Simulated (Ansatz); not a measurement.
SnTe: stationary points along a deformation path

Level of theory: Ansatz, DFT LDA, scalar-relativistic, plane waves, PAW. Cutoff 420 eV, Γ-centred 10×10×10 k-points, Gaussian smearing of 0.03 eV. Spin–orbit coupling is left out, which matters for the heavy elements here. No spin polarisation. Energies are free energies at this smearing, counted from the undisturbed cell; pressure is positive in compression.

Reference structure (as given, not relaxed at this level; it stands at -1.7 GPa):

```
Sn Te
1.0
     0.00000    3.15650    3.15650
     3.15650    0.00000    3.15650
     3.15650    3.15650    0.00000
Sn Te
1 1
Direct
  0.00000 0.00000 0.00000
  0.50000 0.50000 0.50000
```

At fixed volume and fractional coordinates, lengths along (0.577, 0.577, 0.577) are scaled against those across it; ρ is that ratio over its starting value. V = 31.450 Å³/atom. Δσ is the stress along the axis less the mean stress across it (compression positive).

```csv
ρ,ΔE (meV/atom),Δσ (GPa),space group
0.500,292.4,0.00,Pm-3m
0.600,257.8,4.23,R-3m
0.710,153.7,5.04,R-3m
0.850,48.3,3.83,R-3m
0.930,11.3,2.34,R-3m
1.000,0.0,0.00,Fm-3m
1.080,14.1,-2.84,R-3m
1.200,71.8,-5.84,R-3m
1.410,231.0,-8.42,R-3m
1.700,408.8,-5.28,R-3m
2.000,495.4,-3.67,R-3m
```

Question: How does the stress give the slope of the energy, and where is the energy stationary?

Answer: Along the path d ln(length) is 2/3 d ln ρ on the axis and −1/3 d ln ρ across it, so dE/d ln ρ = −(2/3) V Δσ: the energy falls with ρ where Δσ is positive. Δσ vanishes or changes sign at ρ = 0.500 (Pm-3m, an end of the scan), at 292.4 meV/atom; at ρ = 1.000 (Fm-3m), a minimum at 0.0 meV/atom. Pairs of stationary points between two samples would go unseen, and could change a minimum read from distant neighbours into a maximum. At ρ = 0.500, 1.000 the cell is cubic, where symmetry alone makes the stress isotropic and the slope zero.

Question: Which shear constant sets the curvature at ρ = 1?

Answer: For a cubic crystal E/V = (2/3) C (ln ρ)² with C = C44, so Δσ = −2C ln ρ. The parabola of Δσ against ln ρ through ρ = 0.930, 1 and 1.080 gives C ≈ 17.3 GPa with the ions clamped, rough because the steps are large. It is the stress–strain coefficient at this cell's pressure of -1.7 GPa, not the zero-pressure constant.

The gap closes along the scan, which can put kinks into the curve.